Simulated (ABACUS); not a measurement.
## C: equation of state with PBE

**Experimental background.**

“Equation of state of cubic boron nitride at high pressures and temperatures”, 2007, arxiv:cond-mat/0702656 quotes, for a bulk crystal of C: bulk modulus 442 ± 5 GPa.

C:

```
CELL_PARAMETERS angstrom
0.00000 1.78337 1.78337
1.78337 0.00000 1.78337
1.78337 1.78337 0.00000
ATOMIC_POSITIONS crystal
C 0.75000 0.75000 0.75000
C 0.50000 0.50000 0.50000
```

This isn't the form of C at room conditions, which is graphite.

```yaml
Program: ABACUS 3.10.1
Task: equation of state
Functional: PBE
Potentials_or_basis: PseudoDojo NC SR 0.4.1 PBE standard
Cutoff: 1116 eV
Density_cutoff: 4463 eV
Basis: plane waves
k_mesh: 13 × 13 × 13
Occupations: fermi-dirac, width 0.05 eV
Spin: no spin polarisation
Radial_cutoff_of_the_potentials_pseudo_rcut: 10 bohr
SCF_threshold_on_the_density: 1e-08
Max_SCF_steps: 100
Eigensolver: dav
Mixing: broyden
Mixing_share: 0.7
Symmetry_key: 1
Bands: 8
```

- Equilibrium volume: 5.70 Å³/atom
- Bulk modulus: 433 GPa
- Pressure derivative of the bulk modulus: 3.7

Energy against volume, from the lowest point:
| volume (Å³/atom) | energy (meV/atom) |
| --- | --- |
| 5.332 | 35.22 |
| 5.445 | 16.19 |
| 5.558 | 4.66 |
| 5.672 | 0.00 |
| 5.785 | 1.57 |
| 5.899 | 8.82 |
| 6.012 | 21.25 |

All runs of the series together: 37 s on 4 threads of Intel(R) Xeon(R) Platinum 8259CL CPU @ 2.50GHz (Skylake/Cascade Lake), with other jobs on the host.

Against the measured bulk modulus of C, 442 GPa (quoted in “Equation of state of cubic boron nitride at high pressures and temperatures”, 2007, arxiv:cond-mat/0702656), the calculated 433 GPa is off by -2.1 %. 3 values of this kind are on record (442 to 444.8 GPa); this one was drawn at random among those near their median, those with a stated uncertainty first. The fit is for a static lattice scaled at fixed shape and fixed fractional positions. The cell as given is a measured one (5.67 Å³/atom); PBE puts the equilibrium volume +0.5 % from it, thermal expansion not counted.
